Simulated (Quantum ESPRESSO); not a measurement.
# BeS (F-43m) in Quantum ESPRESSO: notebook

Runs on BeS. Level: r2SCAN. Tasks: single point, equation of state.

Program: Quantum ESPRESSO 7.5. These are calculated values, not measurements. Logs are shortened: lines on timing, memory, paths and dates and some standing lists are left out, and cuts for length are marked.

## 1. The structure

Symmetry: F-43m, No. 216, cubic system. Conventional cell: a = 4.850 Å, b = 4.850 Å, c = 4.850 Å, α = 90.00°, β = 90.00°, γ = 90.00°. Around S (site symmetry -43m) lie 4 Be at 2.10 Å. Around Be (site symmetry -43m) lie 4 S at 2.10 Å.

## 2. Single point, r2SCAN, 13.40 Å³/atom

Input file pw.in:

```
&CONTROL
  calculation = 'scf'
  prefix = 'pwscf'
  outdir = './tmp'
  pseudo_dir = './pseudo'
  tstress = .true.
  disk_io = 'nowf'
/
&SYSTEM
  ibrav = 0
  nat = 2
  ntyp = 2
  ecutwfc = 70
  nbnd = 10
  input_dft = 'r2scan'
  occupations = 'smearing'
  smearing = 'fd'
  degauss = 0.00367493
  nosym = .true.
  nr1 = 36
  nr2 = 36
  nr3 = 36
/
&ELECTRONS
  conv_thr = 1d-08
  electron_maxstep = 120
  mixing_beta = 0.5
/
ATOMIC_SPECIES
S     32.0600 S_ONCV_PBE-1.2.upf
Be     9.0122 Be_ONCV_PBE-1.2.upf
CELL_PARAMETERS angstrom
   0.0000000000    2.3754963136    2.3754963136
   2.3754963136    0.0000000000    2.3754963136
   2.3754963136    2.3754963136    0.0000000000
ATOMIC_POSITIONS crystal
S      0.7500000000    0.7500000000    0.7500000000
Be     0.0000000000    0.0000000000    0.0000000000
K_POINTS automatic
7 7 7 0 0 0
```

Potentials or basis: SG15 PBE 1.2.

The run is started by

```console
$ OMP_NUM_THREADS=1 mpirun -n 2 pw.x -nk 2 -in pw.in > pw.out
```

pw.out:

```text
This program is part of the open-source Quantum ESPRESSO suite
     for quantum simulation of materials; please cite
         "P. Giannozzi et al., J. Phys.:Condens. Matter 21 395502 (2009);
         "P. Giannozzi et al., J. Phys.:Condens. Matter 29 465901 (2017);
         "P. Giannozzi et al., J. Chem. Phys. 152 154105 (2020);
     in publications or presentations arising from this work. More details at

     IMPORTANT: XC functional enforced from input :
     Exchange-correlation= R2SCAN
                           (   0   0   0   0   0 497 498)
     Any further DFT definition will be discarded
     Please, verify this is what you really want

     K-points division:     npool     =       2
     Subspace diagonalization in iterative solution of the eigenvalue problem:
     a serial algorithm will be used

     G-vector sticks info
     --------------------
     sticks:   dense  smooth     PW     G-vecs:    dense   smooth      PW
     Sum         769     769    241                14331    14331    2445

     Using Slab Decomposition

     bravais-lattice index     =            0
     lattice parameter (alat)  =       6.3485  a.u.
     unit-cell volume          =     180.9213 (a.u.)^3
     number of atoms/cell      =            2
     number of atomic types    =            2
     number of electrons       =        10.00
     number of Kohn-Sham states=           10
     kinetic-energy cutoff     =      70.0000  Ry
     charge density cutoff     =     280.0000  Ry
     scf convergence threshold =      1.0E-08
     mixing beta               =       0.5000
     number of iterations used =            8  plain     mixing
     Exchange-correlation= R2SCAN
                           (   0   0   0   0   0 497 498)

     celldm(1)=   6.348458  celldm(2)=   0.000000  celldm(3)=   0.000000
     celldm(4)=   0.000000  celldm(5)=   0.000000  celldm(6)=   0.000000

     crystal axes: (cart. coord. in units of alat)
               a(1) = (   0.000000   0.707107   0.707107 )
               a(2) = (   0.707107   0.000000   0.707107 )
               a(3) = (   0.707107   0.707107   0.000000 )

     reciprocal axes: (cart. coord. in units 2 pi/alat)
               b(1) = ( -0.707107  0.707107  0.707107 )
               b(2) = (  0.707107 -0.707107  0.707107 )
               b(3) = (  0.707107  0.707107 -0.707107 )

     PseudoPot. # 1 for S  read from file:
     S_ONCV_PBE-1.2.upf
     Pseudo is Norm-conserving, Zval =  6.0
     Generated using ONCVPSP code by D. R. Hamann
     Using radial grid of  602 points,  4 beta functions with:
                l(1) =   0
                l(2) =   0
                l(3) =   1
                l(4) =   1

     PseudoPot. # 2 for Be read from file:
     Be_ONCV_PBE-1.2.upf
     Pseudo is Norm-conserving, Zval =  4.0
     Generated using ONCVPSP code by D. R. Hamann
     Using radial grid of  602 points,  4 beta functions with:
                l(1) =   0
                l(2) =   0
                l(3) =   1
                l(4) =   1

     atomic species   valence    mass     pseudopotential
     S                 6.00    32.06000     S ( 1.00)
     Be                4.00     9.01220     Be( 1.00)

     No symmetry found

   Cartesian axes

     site n.     atom                  positions (alat units)
         1        S      tau(   1) = (   1.0606602   1.0606602   1.0606602  )
         2        Be     tau(   2) = (   0.0000000   0.0000000   0.0000000  )

     number of k points=   172  Fermi-Dirac smearing, width (Ry)=  0.0037

     Number of k-points >= 100: set verbosity='high' to print them.

     Dense  grid:    14331 G-vectors     FFT dimensions: (  36,  36,  36)

     WARNING: libxc functional with ID  497 depends
      on external parameters: check the user_guide of
      QE if you need to modify them or to check their
      default values.

     WARNING: libxc functional with ID  498 depends
      on external parameters: check the user_guide of
      QE if you need to modify them or to check their
      default values.

     Initial potential from superposition of free atoms

     starting charge       9.9648, renormalised to      10.0000
     Starting wfcs are random

     Self-consistent Calculation

     iteration #  1     ecut=    70.00 Ry     beta= 0.50
     Davidson diagonalization with overlap
     ethr =  1.00E-02,  avg # of iterations =  8.4

     total energy              =     -47.23368828 Ry
     estimated scf accuracy    <      17.82978240 Ry

     iteration #  2     ecut=    70.00 Ry     beta= 0.50
     Davidson diagonalization with overlap
     ethr =  1.00E-02,  avg # of iterations =  1.0

     total energy              =     -47.26605192 Ry
     estimated scf accuracy    <       4.38660124 Ry

     iteration #  3     ecut=    70.00 Ry     beta= 0.50
     Davidson diagonalization with overlap
     ethr =  1.00E-02,  avg # of iterations =  1.0

     total energy              =     -47.26843229 Ry
     estimated scf accuracy    <       0.00124572 Ry

     iteration #  4     ecut=    70.00 Ry     beta= 0.50
     Davidson diagonalization with overlap
     ethr =  1.25E-05,  avg # of iterations =  5.6

     total energy              =     -47.26866436 Ry
     estimated scf accuracy    <       0.00011070 Ry

     iteration #  5     ecut=    70.00 Ry     beta= 0.50
     Davidson diagonalization with overlap
     ethr =  1.11E-06,  avg # of iterations =  2.6

     total energy              =     -47.26867738 Ry
     estimated scf accuracy    <       0.00000997 Ry

     iteration #  6     ecut=    70.00 Ry     beta= 0.50
     Davidson diagonalization with overlap
     ethr =  9.97E-08,  avg # of iterations =  1.9

     total energy              =     -47.26867853 Ry
     estimated scf accuracy    <       0.00000095 Ry

     iteration #  7     ecut=    70.00 Ry     beta= 0.50
     Davidson diagonalization with overlap
     ethr =  9.45E-09,  avg # of iterations =  2.1

     End of self-consistent calculation

     Number of k-points >= 100: set verbosity='high' to print the bands.

     the Fermi energy is     7.8772 ev

!    total energy              =     -47.26867866 Ry
     estimated scf accuracy    <          7.5E-09 Ry
     smearing contrib. (-TS)   =      -0.00000000 Ry
     internal energy E=F+TS    =     -47.26867866 Ry

     The total energy is F=E-TS. E is the sum of the following terms:
     one-electron contribution =     -13.50110971 Ry
     hartree contribution      =       5.95766137 Ry
     xc contribution           =      -8.88278826 Ry
     ewald contribution        =     -30.84244205 Ry

     convergence has been achieved in   7 iterations

     Computing stress (Cartesian axis) and pressure

          total   stress  (Ry/bohr**3)                   (kbar)     P=       82.65
   0.00056187  -0.00000001   0.00000001           82.65       -0.00        0.00
  -0.00000001   0.00056187  -0.00000000           -0.00       82.65       -0.00
   0.00000001  -0.00000000   0.00056188            0.00       -0.00       82.66

=------------------------------------------------------------------------------=
   JOB DONE.
=------------------------------------------------------------------------------=
```

Wall time 39 s (2 MPI ranks of Intel Xeon 6975P-C (Granite Rapids), shared host); peak memory 0.18 GiB.

What came out:

```yaml
Free_energy: -643.1231 eV
Pressure: 8.3 GPa
Band_gap_on_the_k_mesh: 3.60 eV, indirect (least direct gap 6.24 eV)
```

Caveat: the potentials were made for another functional, which shifts forces and pressure; an odd mesh through Γ misses points on the zone boundary, where band edges often lie.

## 3. Single point, r2SCAN, 13.69 Å³/atom

Edit pw.in of step 2 so:

```diff
@@ -32,5 +32,5 @@
 CELL_PARAMETERS angstrom
-   0.0000000000    2.3754963136    2.3754963136
-   2.3754963136    0.0000000000    2.3754963136
-   2.3754963136    2.3754963136    0.0000000000
+   0.0000000000    2.3922257121    2.3922257121
+   2.3922257121    0.0000000000    2.3922257121
+   2.3922257121    2.3922257121    0.0000000000
 ATOMIC_POSITIONS crystal
```

Potentials or basis: SG15 PBE 1.2.

The run is started by

```console
$ OMP_NUM_THREADS=1 mpirun -n 2 pw.x -nk 2 -in pw.in > pw.out
```

Run time: 52 s. Hardware: 2 MPI ranks of Intel Xeon 6975P-C (Granite Rapids), shared host; peak memory 0.16 GiB.

The run converged. Its results:

| Item | Value |
| --- | --- |
| Free energy | -643.1482 eV |
| Pressure | 5.7 GPa |
| Band gap on the k mesh | 3.65 eV, indirect (least direct gap 6.25 eV) |

Caveat: the potentials were made for another functional, which shifts forces and pressure; an odd mesh through Γ misses points on the zone boundary, where band edges often lie.

## 4. Single point, r2SCAN, 13.98 Å³/atom

Edit pw.in of step 3 so:

```diff
@@ -32,5 +32,5 @@
 CELL_PARAMETERS angstrom
-   0.0000000000    2.3922257121    2.3922257121
-   2.3922257121    0.0000000000    2.3922257121
-   2.3922257121    2.3922257121    0.0000000000
+   0.0000000000    2.4087243418    2.4087243418
+   2.4087243418    0.0000000000    2.4087243418
+   2.4087243418    2.4087243418    0.0000000000
 ATOMIC_POSITIONS crystal
```

The run is started by

```console
$ OMP_NUM_THREADS=1 mpirun -n 2 pw.x -nk 2 -in pw.in > pw.out
```

It took 52 s on 2 MPI ranks of Intel Xeon 6975P-C (Granite Rapids), shared host; peak memory 0.18 GiB.

It converged, with:

| Item | Value |
| --- | --- |
| Free energy | -643.1643 eV |
| Pressure | 3.3 GPa |
| Band gap on the k mesh | 3.69 eV, indirect (least direct gap 6.26 eV) |

Caveat: the potentials were made for another functional, which shifts forces and pressure; an odd mesh through Γ misses points on the zone boundary, where band edges often lie.

## 5. Single point, r2SCAN, 14.26 Å³/atom

Edit pw.in of step 4 so:

```diff
@@ -32,5 +32,5 @@
 CELL_PARAMETERS angstrom
-   0.0000000000    2.4087243418    2.4087243418
-   2.4087243418    0.0000000000    2.4087243418
-   2.4087243418    2.4087243418    0.0000000000
+   0.0000000000    2.4250000000    2.4250000000
+   2.4250000000    0.0000000000    2.4250000000
+   2.4250000000    2.4250000000    0.0000000000
 ATOMIC_POSITIONS crystal
```

The run is started by

```console
$ OMP_NUM_THREADS=1 mpirun -n 2 pw.x -nk 2 -in pw.in > pw.out
```

It took 48 s on 2 MPI ranks of Intel Xeon 6975P-C (Granite Rapids), shared host; peak memory 0.18 GiB.

It converged, with:

```
Free energy            : -643.1725 eV
Pressure               : 1.2 GPa
Band gap on the k mesh : 3.73 eV, indirect (least direct gap 6.27 eV)
```

Caveat: the potentials were made for another functional, which shifts forces and pressure; an odd mesh through Γ misses points on the zone boundary, where band edges often lie.

## 6. Single point, r2SCAN, 14.55 Å³/atom

Edit pw.in of step 5 so:

```diff
@@ -32,5 +32,5 @@
 CELL_PARAMETERS angstrom
-   0.0000000000    2.4250000000    2.4250000000
-   2.4250000000    0.0000000000    2.4250000000
-   2.4250000000    2.4250000000    0.0000000000
+   0.0000000000    2.4410600707    2.4410600707
+   2.4410600707    0.0000000000    2.4410600707
+   2.4410600707    2.4410600707    0.0000000000
 ATOMIC_POSITIONS crystal
```

Potentials or basis: SG15 PBE 1.2.

The run is started by

```console
$ OMP_NUM_THREADS=1 mpirun -n 2 pw.x -nk 2 -in pw.in > pw.out
```

Run time: 52 s. Hardware: 2 MPI ranks of Intel Xeon 6975P-C (Granite Rapids), shared host; peak memory 0.18 GiB.

The run converged. Its results:

* Free energy: -643.1733 eV
* Pressure: -0.8 GPa
* Band gap on the k mesh: 3.77 eV, indirect (least direct gap 6.28 eV)

Caveat: the potentials were made for another functional, which shifts forces and pressure; an odd mesh through Γ misses points on the zone boundary, where band edges often lie.

## 7. Single point, r2SCAN, 14.83 Å³/atom

Edit pw.in of step 6 so:

```diff
@@ -32,5 +32,5 @@
 CELL_PARAMETERS angstrom
-   0.0000000000    2.4410600707    2.4410600707
-   2.4410600707    0.0000000000    2.4410600707
-   2.4410600707    2.4410600707    0.0000000000
+   0.0000000000    2.4569115543    2.4569115543
+   2.4569115543    0.0000000000    2.4569115543
+   2.4569115543    2.4569115543    0.0000000000
 ATOMIC_POSITIONS crystal
```

The run is started by

```console
$ OMP_NUM_THREADS=1 mpirun -n 2 pw.x -nk 2 -in pw.in > pw.out
```

It took 45 s on 2 MPI ranks of Intel Xeon 6975P-C (Granite Rapids), shared host; peak memory 0.18 GiB.

It converged, with:

| Item | Value |
| --- | --- |
| Free energy | -643.1675 eV |
| Pressure | -2.6 GPa |
| Band gap on the k mesh | 3.80 eV, indirect (least direct gap 6.27 eV) |

Caveat: the potentials were made for another functional, which shifts forces and pressure; an odd mesh through Γ misses points on the zone boundary, where band edges often lie.

## 8. Single point, r2SCAN, 15.12 Å³/atom

Edit pw.in of step 7 so:

```diff
@@ -32,5 +32,5 @@
 CELL_PARAMETERS angstrom
-   0.0000000000    2.4569115543    2.4569115543
-   2.4569115543    0.0000000000    2.4569115543
-   2.4569115543    2.4569115543    0.0000000000
+   0.0000000000    2.4725610944    2.4725610944
+   2.4725610944    0.0000000000    2.4725610944
+   2.4725610944    2.4725610944    0.0000000000
 ATOMIC_POSITIONS crystal
```

The run is started by

```console
$ OMP_NUM_THREADS=1 mpirun -n 2 pw.x -nk 2 -in pw.in > pw.out
```

It took 50 s on 2 MPI ranks of Intel Xeon 6975P-C (Granite Rapids), shared host; peak memory 0.18 GiB.

The run converged. Its results:

```
Free energy            : -643.1556 eV
Pressure               : -4.2 GPa
Band gap on the k mesh : 3.84 eV, indirect (least direct gap 6.11 eV)
```

Caveat: the potentials were made for another functional, which shifts forces and pressure; an odd mesh through Γ misses points on the zone boundary, where band edges often lie.

## 9. Equation of state, r2SCAN

Potentials or basis: SG15 PBE 1.2.

No new run: the results of the series are fitted here.

What came out:

- Equilibrium volume: 14.44 Å³/atom
- Bulk modulus: 98 GPa
- Pressure derivative of the bulk modulus: 3.7

Energy against volume, from the lowest point:
```tsv
volume (Å³/atom)	energy (meV/atom)
13.405	25.10
13.690	12.58
13.975	4.49
14.261	0.42
14.546	0.00
14.831	2.92
15.116	8.88
```

Caveat: the potentials were made for another functional, which shifts forces and pressure.
